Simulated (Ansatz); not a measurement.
**Pressure against volume: NaH**

```cif
data_structure
_symmetry_space_group_name_H-M 'Fm-3m'
_symmetry_Int_Tables_number 225
_cell_length_a 4.7728
_cell_length_b 4.7728
_cell_length_c 4.7728
_cell_angle_alpha 90.000
_cell_angle_beta 90.000
_cell_angle_gamma 90.000
_cell_volume 108.73
loop_
_atom_site_label
_atom_site_type_symbol
_atom_site_symmetry_multiplicity
_atom_site_Wyckoff_symbol
_atom_site_fract_x
_atom_site_fract_y
_atom_site_fract_z
_atom_site_occupancy
Na1 Na 4 a 0.00000 0.00000 0.00000 1
H1 H 4 b 0.50000 0.00000 0.00000 1
```

The runs use the primitive cell with vectors (0.000, 2.386, 2.386), (2.386, 0.000, 2.386), (2.386, 2.386, 0.000) Å, to which the k mesh refers.

The cell is the one relaxed in the Materials Project (mp-23870), not relaxed further here; entries there can be hypothetical.

Levels of theory: DFT, PBEsol, all-electron LAPW, scalar-relativistic (Ansatz 0.2.0); DFT, PBEsol, PAW with Ansatz's default frozen-core files, scalar-relativistic (Ansatz 0.2.0).

For LAPW: a Γ-centred 11×11×11 k mesh, Fermi–Dirac smearing of 0.02 eV, basis error target 0.25 meV/atom, no spin polarisation. PAW takes a cutoff of 420 eV at this cell (files made with PBE, cores remade for this functional). The Ansatz runs share mesh, smearing and spin set-up. Plane-wave (PAW) pressures include the program's estimate of the Pulay term.

The cell above is scaled evenly, with fractional coordinates and shape held.

| V/V(cell) | V (Å³/atom) | P, LAPW (GPa) | P, PAW (GPa) | gap on the k mesh, LAPW (eV) | free energy over the lowest listed, PAW (meV/atom) |
| --- | --- | --- | --- | --- | --- |
| 0.9600 | 13.047 | 1.39 | 1.39 | 3.90 | 2.9 |
| 0.9800 | 13.319 | 0.81 | 0.82 | 3.87 | 1.0 |
| 1.0000 | 13.591 | 0.28 | 0.29 | 3.83 | 0.1 |
| 1.0200 | 13.863 | -0.19 | -0.19 | 3.80 | 0.0 |
| 1.0400 | 14.134 | -0.63 | -0.62 | 3.77 | 0.7 |

Task: What do Birch–Murnaghan fits to the pressures give?

Result: LAPW: V0 = 13.75 Å³/atom, B0 = 24 GPa, B0′ = 3.7; PAW: V0 = 13.75 Å³/atom, B0 = 24 GPa, B0′ = 3.7.

PAW's V0 lies 0.02 % from the all-electron value and its B0 0.1 %. Symmetry fixes shape and coordinates here, so this is the relaxed modulus.
